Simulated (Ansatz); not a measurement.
**SnO (P4/nmm), a vibration from a frozen displacement**

Computed with DFT PBEsol+D3(BJ), scalar-relativistic, plane waves, PAW (Ansatz). Cutoff 420 eV, Γ-centred 12×12×10 k-points, Gaussian smearing of 0.15 eV. No spin polarisation. Energies are free energies at this smearing, counted from the undisturbed cell; pressure is positive in compression.

The starting cell (relaxed at this level):

```xyz
4
Lattice="3.7704 0.0000 0.0000 0.0000 3.7704 0.0000 0.0000 0.0000 4.5634" Properties=species:S:1:pos:R:3 pbc="T T T"
Sn    0.0000    1.8852    1.1557
Sn    1.8852    0.0000    3.4077
O     0.0000    0.0000    0.0000
O     1.8852    1.8852    0.0000
```

Every Sn atom is moved by x along the Cartesian unit vector (0.577, 0.577, 0.577); the cell and all other atoms stay fixed. The cell's volume is 64.87 Å³; the moved atoms weigh 237.420 u together and the others 31.998 u. Some rows repeat others by symmetry and weren't run.

```csv
x (Å),ΔE (meV/cell),total force on the moved atoms along the move (eV/Å),pressure (GPa)
-0.3000,493.06,3.6017,4.3378
-0.2625,369.02,3.0227,3.2704
-0.2250,265.72,2.4950,2.3661
-0.1875,181.35,2.0114,1.6162
-0.1500,114.40,1.5649,1.0131
-0.1125,63.62,1.1477,0.5508
-0.0750,28.04,0.7528,0.2241
0.0000,0.00,0.0000,-0.0350
0.0750,28.04,-0.7528,0.2241
0.1125,63.62,-1.1477,0.5508
0.1500,114.40,-1.5649,1.0131
0.1875,181.35,-2.0114,1.6162
0.2250,265.72,-2.4950,2.3661
0.2625,369.02,-3.0227,3.2704
0.3000,493.06,-3.6017,4.3378
```

Task: What frequency belongs to this motion?

Result: The force constant is k = −dF/dx = 10.037 eV/Å², from the parabola through x = -0.0750, 0 and 0.0750. In every cell the moved atoms swing against the rest, so the mass is μ = m₁m₂/(m₁ + m₂) = 28.198 u, and ν̃ = 521.5 cm⁻¹ × √(|k|/μ) = 311 cm⁻¹. The pattern needn't be a normal mode: ν̃² is then a weighted mean of the squared nonzero frequencies at the zone centre of this cell, so it lies between the lowest and the highest of them.

Task: How far does the harmonic law reach?

Result: At x = -0.300 Å, kx²/2 = 451.68 meV against the computed 493.06 meV (+9.2 %): the well stiffens in this direction at large amplitude.

Task: The pressure changes with x². What does that say about the frequency under compression?

Result: With E = k(V)x²/2, k ∝ V^(−2γ) and x scaling with the cell as V^(1/3), P − P0 = −∂E/∂V = (2γ − 2/3) ΔE/V. At x = 0.1125 Å, V(P − P0) = 64.87 × 0.58582 / 160.2 eV = 237.20 meV and ΔE = 63.62 meV, so γ = 1/3 + V(P − P0)/(2ΔE) = 2.20. This is the Grüneisen parameter of the motion under uniform scaling of the cell: shrinking the cell evenly by 1 % in volume raises the frequency by about 2.20 %.

No gap shows at this level, though a semilocal functional can close a small gap that the real compound has; without a gap these slopes depend on the k mesh and the smearing.

Cost: 8 runs of about 3.2 core-minutes in all, on Intel Xeon 6975P-C (Granite Rapids) (shared hosts).

The 311 cm⁻¹ belongs to a polar motion of the rigid Sn sublattice against the O sublattice. By symmetry, the oblique direction mixes the out-of-plane A2u mode with the in-plane Eu pair, so the value is an average of the two and not a line to seek in an infrared spectrum. Because all Sn atoms move together, Sn–Sn distances stay fixed, and the restoring force probably comes mainly from the Sn–O bonds within the layers. Inversion symmetry cancels the odd terms in the energy, while short-range repulsion in the compressed bonds plausibly causes the stiffening at large amplitude.

The c axis of 4.5634 Å is clearly shorter than is known for SnO, possibly because dispersion added to PBEsol overbinds the layers. The closer Sn contacts widen the bands and may help to close the small indirect gap. Real hydrostatic pressure mostly squeezes the soft space between the layers and shortens the Sn–O bonds less, so the Grüneisen parameter of 2.20 can't be carried over directly to a high-pressure experiment.
